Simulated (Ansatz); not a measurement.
**Relaxing Al**

The calculation used DFT r2SCAN, scalar-relativistic, plane waves, PAW (Ansatz). Run with 500 eV cutoff, 18×18×14 k-mesh, Gaussian smearing of 0.10 eV, no spin polarisation.

What was changed: uniaxial strain along c, with a, b and atoms relaxed: +4.5 %.

Command:

```bash
ansatz run input.yaml --threads 1 --pin off --max-ram 2560MiB --backend cpu --events-out ev --progress --plain --runs-dir out
```

Input:

```yaml
crystal:
  lattice:
    - [1.973880863, 1.973880863, 0.0]
    - [-1.973880863, 1.973880863, 0.0]
    - [0.0, 0.0, 4.1723499406]
  atoms:
    - { symbol: Al, position: [0.0, 0.0, 0.0] }
    - { symbol: Al, position: [0.5, 0.5, 0.5] }
basis:
  ecutwfc: 500
kpoints:
  mp_grid: { grid: [18, 18, 14] }
hamiltonian:
  xc: r2scan
scf:
  occupations: { method: gaussian, width: 0.1 }
output:
  forces: true
  stress: true
  eigenvalues: true
relax:
  adjacent_minimum: "off"
  f_tol: 0.008
  max_steps: 40
  cell: { stress_tol: 0.015, fix: [c, angles] }
```

F is the free energy. Steps run on the plane waves of an earlier cell, but the last one, and at times one on the way, on a freshly chosen basis, so a repeated geometry can differ a little in energy. The held parts of the cell keep their stress, so P needn't end at zero.

Steps:

| step | F − F(1) (eV) | largest force component (eV/Å) | V (Å³/atom) | P (GPa) |
| --- | --- | --- | --- | --- |
| 1 | 0.0000 | 0.000 | 16.256 | -1.65 |
| 2 | -0.0003 | 0.000 | 16.165 | -1.13 |
| 3 | -0.0003 | 0.000 | 16.171 | -1.17 |
| 4 | -0.0003 | 0.000 | 16.171 | -1.17 |

Relaxed structure:

```
CELL_PARAMETERS angstrom
1.96868 1.96868 0.00000
-1.96868 1.96868 0.00000
0.00000 0.00000 4.17235
ATOMIC_POSITIONS crystal
Al 0.00000 0.00000 0.00000
Al 0.50000 0.50000 0.50000
```

The structure is tetragonal, space group I4/mmm (No. 139). Conventional cell: a = 2.784 Å, b = 2.784 Å, c = 4.172 Å, α = 90.00°, β = 90.00°, γ = 90.00°. Al (site symmetry 4/mmm) is surrounded by 12 Al at 2.78 to 2.87 Å.

The run converged. Time: 46 s on 1 thread of Arm Neoverse V2, with other jobs on the host, peak memory 0.52 GiB.